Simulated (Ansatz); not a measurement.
# TiO2 (Imma) in Ansatz: notebook, part 2 of 2

Ansatz 0.2.0.

## Step 3: Relaxation of cell and atoms, r2SCAN+rVV10

Contents of input.yaml:

```yaml
crystal:
  lattice:
    - [-2.97316, 3.287369, 3.287402]
    - [2.97316, -3.287369, 3.287402]
    - [2.97316, 3.287369, -3.287402]
  atoms:
    - { symbol: Ti, position: [0.0, 0.5, 0.0] }
    - { symbol: Ti, position: [0.0, 0.0, 0.5] }
    - { symbol: Ti, position: [0.495245, 0.245245, 0.25] }
    - { symbol: Ti, position: [0.504755, 0.754755, 0.75] }
    - { symbol: O, position: [0.695081, 0.69523, 0.500149] }
    - { symbol: O, position: [0.695081, 0.194932, 0.999851] }
    - { symbol: O, position: [0.804516, 0.749617, 0.054899] }
    - { symbol: O, position: [0.194718, 0.749617, 0.445101] }
    - { symbol: O, position: [0.805282, 0.250383, 0.554899] }
    - { symbol: O, position: [0.304919, 0.805068, 0.000149] }
    - { symbol: O, position: [0.195484, 0.250383, 0.945101] }
    - { symbol: O, position: [0.304919, 0.30477, 0.499851] }
hamiltonian:
  xc: r2scan
  pseudopotentials: { kind: paw }
  dispersion: rvv10
kpoints:
  mp_grid: { grid: [6, 6, 6] }
scf:
  occupations: { method: fermi_dirac, width: 0.05 }
output:
  forces: true
  stress: true
  eigenvalues: true
relax:
  f_tol: 0.01
  max_steps: 40
  cell: { stress_tol: 0.05 }
```

Potentials or basis: Ansatz PAW.

Run with:

```console
> ansatz run input.yaml --threads 4 --pin off --max-ram 11264MiB --backend cpu --events-out ev --progress --plain --runs-dir out
```

The program printed:

```text
Warning: RAYON_NUM_THREADS=4 ignored (pool sized by the plan → 4); use --threads N
Engine: ansatz 0.2.0, aarch64-unknown-linux-gnu
Pseudopotentials: kind: paw
Pseudopotential: Ti, paw, valence charge 12, recommended cutoff 500 eV (meta_gga), Ti.paw.azcp
Pseudopotential: O, paw, valence charge 6, recommended cutoff 500 eV (meta_gga), O.paw.azcp
Functional definition: r2SCAN+rVV10
  parameter k0 = 0.174
  parameter k1 = 0.065
  parameter a1 = 4.9479
  exchange = r2scan_x(k0 = k0, k1 = k1, a1 = a1)
  correlation = r2scan_c + rvv10(11.95, 0.0093)
Crystal: 12 atoms, lattice volume = 128.523 Å³
Basis set: ecut = 500 eV, 3215 PW (Γ), exchange–correlation on 180×180×180 points (64 copies of the dense FFT grid, shifted against one another)
Bands: 60, of which v1, the nominal top of the filled ones, is band 48 counted from 1 (47 counted from 0)
Symmetry: 8 space group operations
[... 118 lines left out ...]
  max |Σ_I F_I| component: 1.52e-18 eV/Å
--- Stress (GPa, compression-positive) ---
        0.044930       0.000000       0.000000
        0.000000      -0.010332      -0.000000
        0.000000      -0.000000       0.014617
  P = ⅓ Tr σ = 0.0164 GPa (0.164 kbar)
--- Band table (eV; the first three rows and the last of 46) ---
  k-point 0: bands = ["-50.2270", "-50.2088", "-50.1761", "-50.1758", "-25.7131", "-25.7127", "-25.4892", "-25.4890", "-25.3371", "-25.3370", "-25.3102", "-25.3098", "-25.3064", "-25.3064", "-25.2596", "-25.2226", "-10.3864", "-9.2190", "-9.0852", "-9.0848", "-8.7843", "-8.7837", "-8.4472", "-8.4469", "2.9867", "3.3650", "3.8206", "4.0338", "4.0338", "4.1925", "4.1926", "4.9262", "4.9270", "5.2307", "5.2309", "6.0577", "6.0579", "6.2465", "6.2468", "6.8172", "7.5635", "7.5643", "8.1486", "8.1965", "8.1966", "8.4178", "8.4180", "8.9055", "11.1250", "11.4423", "11.6656", "11.7728", "11.7730", "11.8628", "11.8634", "12.4887", "12.4889", "12.5284", "12.5288", "13.6813"]
  k-point 1: bands = ["-50.2233", "-50.2069", "-50.1790", "-50.1786", "-25.6857", "-25.6830", "-25.4815", "-25.4697", "-25.3560", "-25.3504", "-25.3182", "-25.3044", "-25.3025", "-25.3012", "-25.2896", "-25.2566", "-10.2627", "-9.1726", "-9.1461", "-9.0449", "-8.8570", "-8.7508", "-8.5447", "-8.4928", "3.1645", "3.5219", "3.8898", "3.9813", "4.0478", "4.2425", "4.3589", "4.8432", "4.8541", "5.1626", "5.3604", "6.1848", "6.2178", "6.2477", "6.4171", "6.6347", "7.3730", "7.4744", "7.6873", "8.0200", "8.1209", "8.1261", "8.2128", "8.8057", "11.3435", "11.6467", "11.6624", "11.6842", "11.9199", "11.9607", "11.9899", "12.4035", "12.4595", "12.4945", "12.7288", "13.7603"]
  k-point 2: bands = ["-50.2134", "-50.2015", "-50.1876", "-50.1853", "-25.6097", "-25.5997", "-25.4595", "-25.4270", "-25.3903", "-25.3779", "-25.3629", "-25.3614", "-25.3176", "-25.3104", "-25.2997", "-25.2945", "-9.9369", "-9.2401", "-9.0513", "-9.0262", "-8.9332", "-8.7698", "-8.7681", "-8.6150", "3.4887", "4.0397", "4.0612", "4.0940", "4.1336", "4.2265", "4.5117", "4.7415", "4.9476", "5.1061", "5.6226", "5.8106", "6.3811", "6.4656", "6.4754", "6.6824", "6.7500", "6.8759", "7.2809", "7.6637", "7.7802", "7.8152", "8.1052", "8.4969", "11.5437", "11.5886", "11.6451", "12.0519", "12.1815", "12.3162", "12.3173", "12.3271", "12.3521", "12.5297", "12.9598", "13.4385"]
  k-point 45: bands = ["-50.2179", "-50.2176", "-50.1762", "-50.1759", "-25.7140", "-25.7136", "-25.5023", "-25.5021", "-25.3348", "-25.3346", "-25.3086", "-25.3082", "-25.2983", "-25.2982", "-25.2411", "-25.2408", "-9.7198", "-9.7191", "-8.9929", "-8.9924", "-8.8985", "-8.8980", "-8.5757", "-8.5754", "3.1911", "3.1918", "4.2469", "4.2470", "4.8540", "4.8548", "5.0959", "5.0963", "5.1687", "5.1690", "5.9399", "5.9401", "6.0283", "6.0285", "6.4529", "6.4533", "6.6625", "6.6634", "7.4186", "7.4191", "7.5193", "7.5199", "7.7787", "7.7787", "11.1647", "11.1649", "11.7952", "11.7954", "12.2401", "12.2405", "12.4819", "12.4823", "12.9487", "12.9489", "13.1154", "13.1159"]
--- Relaxed structure (4 steps of the walk, 4 accepted, 1 SCFs on fresh bases) ---
  F+E_penalty+E_count = -14580.17607320 eV   max|allowed force component| = 2.506e-3 eV/Å   (the final SCF, on the basis selected at the relaxed cell)
  cell:  # Å, volume = 124.0368 Å³
    - [-2.951009012900853, 3.241685556810859, 3.2415226567622373]
    - [2.951009012900853, -3.241685556810859, 3.2415226567622373]
    - [2.951009012900853, 3.241685556810859, -3.2415226567622373]
  atoms:
    - { symbol: Ti, position: [2.7755575615628914e-17, 0.5, 2.7755575615628914e-17] }
    - { symbol: Ti, position: [-2.7755575615628914e-17, 0.0, 0.5] }
    - { symbol: Ti, position: [0.4999045794899577, 0.24990457948995776, 0.24999999999999997] }
    - { symbol: Ti, position: [0.5000954205100422, 0.7500954205100423, 0.75] }
    - { symbol: O, position: [0.6956984702349817, 0.6958066236447862, 0.5001081534098043] }
    - { symbol: O, position: [0.6956984702349818, 0.19559031682517758, 0.9998918465901958] }
    - { symbol: O, position: [0.8042076684760757, 0.7499037166794289, 0.05430395179664664] }
    - { symbol: O, position: [0.19559976488278208, 0.7499037166794288, 0.4456960482033533] }
    - { symbol: O, position: [0.8044002351172179, 0.25009628332057127, 0.5543039517966467] }
    - { symbol: O, position: [0.30430152976501823, 0.8044096831748226, 0.0001081534098044401] }
    - { symbol: O, position: [0.19579233152392442, 0.2500962833205712, 0.9456960482033532] }
    - { symbol: O, position: [0.3043015297650182, 0.3041933763552139, 0.49989184659019564] }
```

Wall time 72 s (4 threads of Arm Neoverse V1, shared host); peak memory 1.1 GiB.

What came out:

| Quantity | Value |
| --- | --- |
| Free energy | -14580.1761 eV |
| Relaxed volume | 10.34 Å³/atom |
| Relaxed cell | a = 5.452 Å, b = 5.452 Å, c = 5.452 Å, α = 114.46°, β = 107.03°, γ = 107.04° |
| Space group after relaxing (to 0.05 Å) | P4_2/mnm (No. 136) |
| Energy gained by relaxing | 9.5 meV/atom |
| Ionic steps | 5 |
| Pressure after relaxing | 0.0 GPa |
| Band gap on the k mesh | 2.22 eV |

Forces in eV/Å, atoms in the order of the input:
```
Ti   0.000  0.000  0.000
Ti   0.000  0.000  0.000
Ti   0.000  0.000  0.002
Ti   0.000  0.000 -0.002
O   -0.003  0.000  0.000
O    0.003  0.000  0.000
O    0.000 -0.001  0.001
O    0.000  0.001  0.001
O    0.000 -0.001 -0.001
O   -0.003  0.000  0.000
O    0.000  0.001 -0.001
O    0.003  0.000  0.000
```

The path:
```
step  energy change (eV)  largest force (eV/Å)  volume (Å³)
   1              0.0000                0.1031       128.52
   2             -0.1069                0.0515       125.17
   3             -0.1151                0.0544       124.02
   4             -0.1170                0.0027       124.04
   5             -0.1139                0.0025       124.04
```

Final structure:
```
CELL_PARAMETERS angstrom
-2.95101 3.24169 3.24152
2.95101 -3.24169 3.24152
2.95101 3.24169 -3.24152
ATOMIC_POSITIONS crystal
Ti 0.00000 0.50000 0.00000
Ti 0.00000 0.00000 0.50000
Ti 0.49990 0.24990 0.25000
Ti 0.50010 0.75010 0.75000
O 0.69570 0.69581 0.50011
O 0.69570 0.19559 0.99989
O 0.80421 0.74990 0.05430
O 0.19560 0.74990 0.44570
O 0.80440 0.25010 0.55430
O 0.30430 0.80441 0.00011
O 0.19579 0.25010 0.94570
O 0.30430 0.30419 0.49989
```

Levels at points of the mesh, in eV from the valence-band top:
```tsv
k point	band 44	band 45	band 46	band 47	band 48	band 49	band 50	band 51	band 52	band 53
(0.00, 0.00, 0.00)	-0.71	-0.71	-0.49	-0.49	0.00	2.22	2.54	2.76	2.87	2.87
(0.00, 0.00, -0.50)	-1.66	-1.27	-1.27	-0.69	-0.69	2.62	2.62	3.01	3.01	3.34
(0.00, -0.50, 0.00)	-1.66	-1.27	-1.27	-0.69	-0.69	2.62	2.62	3.01	3.02	3.34
(0.00, -0.50, -0.50)	-1.71	-1.11	-1.10	-0.78	-0.78	2.27	2.27	2.91	2.91	3.40
(-0.50, -0.50, -0.50)	-1.49	-1.39	-1.39	-1.13	-1.13	2.26	2.26	2.89	2.89	3.33
```

Caveat: the plane-wave basis is chosen anew once the cell has moved, so the energies of steps on either side of that aren't comparable; the PAW data sets come from PBE, with cores solved anew for the run's functional, which leaves a small shift of forces and pressure.
